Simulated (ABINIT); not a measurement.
A calculation with ABINIT 10.8.3 (patched build) of Ni (native input, structure from a POSCAR):

The input run.abi:

```
pp_dirpath "./"
pseudos "Ni.GGA_PBE-JTH.xml"

structure "poscar:POSCAR"
natom 2

ecut 41.0
pawecutdg 63.0

kptopt 1
ngkpt 12 12 7
nshiftk 1
shiftk 0.0 0.0 0.0

ixc 11

nband 23
occopt 3
tsmear 0.05 eV

nsppol 2
spinat
     0.0000000000     0.0000000000     1.0000000000
     0.0000000000     0.0000000000     1.0000000000

nstep 100
tolvrs 1.0e-9

iomode 3
prtwf 0
prteig 0
prtebands 0
prtden 1
prtvha 1
prtvclmb 1
prtpot 1
```

File POSCAR:

```
Ni
1.0
    2.4480228978      0.0000000000      0.0000000000
   -1.2240114489      2.1200500186      0.0000000000
    0.0000000000      0.0000000000      4.0728075700
Ni
2
Direct
    0.6666666667      0.3333333333      0.7500000000  Ni
    0.3333333333      0.6666666667      0.2500000000  Ni
```

Potentials or basis: JTH PAW PBE v2.0.

The run is started by

```console
$ abinit run.abi > log 2>&1
```

This isn't the form of Ni at room conditions, which is fcc.

Question: Write the same calculation in another form: ASE script, structure from a P1 CIF.

Answer: As run:

Contents of run.py:

```python
import json, os
import numpy as np
from ase.units import GPa
from ase.calculators.abinit import Abinit, AbinitProfile
from ase.io import read

atoms = read('Ni.cif')
atoms.set_initial_magnetic_moments([1.0, 1.0])

profile = AbinitProfile(command='abinit', pp_paths=[os.path.abspath('pseudos')])
params = dict(
    pps='pawxml', xc='PBE',
    ecut=1115.6668,
    pawecutdg=1714.3173,
    kptopt=1,
    ngkpt=[12, 12, 7],
    nshiftk=1,
    shiftk=[0.0, 0.0, 0.0],
    ixc=11,
    nband=23,
    occopt=3,
    tsmear=0.05,
    nstep=100,
    tolvrs=1e-09,
    prtwf=0,
    prtden=0,
)

atoms.calc = Abinit(profile=profile, directory='run', **params)
energy = atoms.get_potential_energy()
forces = atoms.get_forces()
stress = atoms.get_stress()
print(f'energy {energy:.6f} eV')
print('forces (eV/A)')
print(np.round(forces, 5))
print('stress (GPa, Voigt, tension positive)', np.round(stress / GPa, 4))
json.dump(dict(energy=energy, forces=forces.tolist(), stress=stress.tolist(), cell=atoms.cell.tolist(), frac=atoms.get_scaled_positions(wrap=False).tolist()), open('results.json', 'w'))
```

Contents of Ni.cif:

```cif
data_Ni
_cell_length_a 2.44802290
_cell_length_b 2.44802290
_cell_length_c 4.07280757
_cell_angle_alpha 90.00000000
_cell_angle_beta 90.00000000
_cell_angle_gamma 120.00000000
_space_group_name_H-M_alt 'P1'
_space_group_name_Hall 'P 1'
_space_group_IT_number 1
loop_
_space_group_symop_operation_xyz
'x,y,z'
loop_
_atom_site_label
_atom_site_type_symbol
_atom_site_symmetry_multiplicity
_atom_site_Wyckoff_symbol
_atom_site_fract_x
_atom_site_fract_y
_atom_site_fract_z
_atom_site_occupancy
Ni1 Ni 1 a 0.6666666667 0.3333333333 0.7500000000 1
Ni2 Ni 1 a 0.3333333333 0.6666666667 0.2500000000 1
```

Potentials or basis: JTH PAW PBE v2.0.

Run with:

```bash
$ python run.py
```

Both were run:

|  | native input, structure from a POSCAR | ASE script, structure from a P1 CIF |
| --- | --- | --- |
| Pressure | 8.0 GPa | 8.0 GPa |
| Band gap on the k mesh | none (metal or under the smearing width) | none (metal or under the smearing width) |
| Net moment | 1.29 μB per cell | 1.29 μB per cell |
| Site moments | Ni +0.69 μB | Ni +0.69 μB |
| Valence electrons inside the program's atomic spheres | Ni 15.85 (radii [0.9601] Å) | Ni 15.85 (radii [0.9601] Å) |

Keys that steer only the numerical path or the files written may differ.
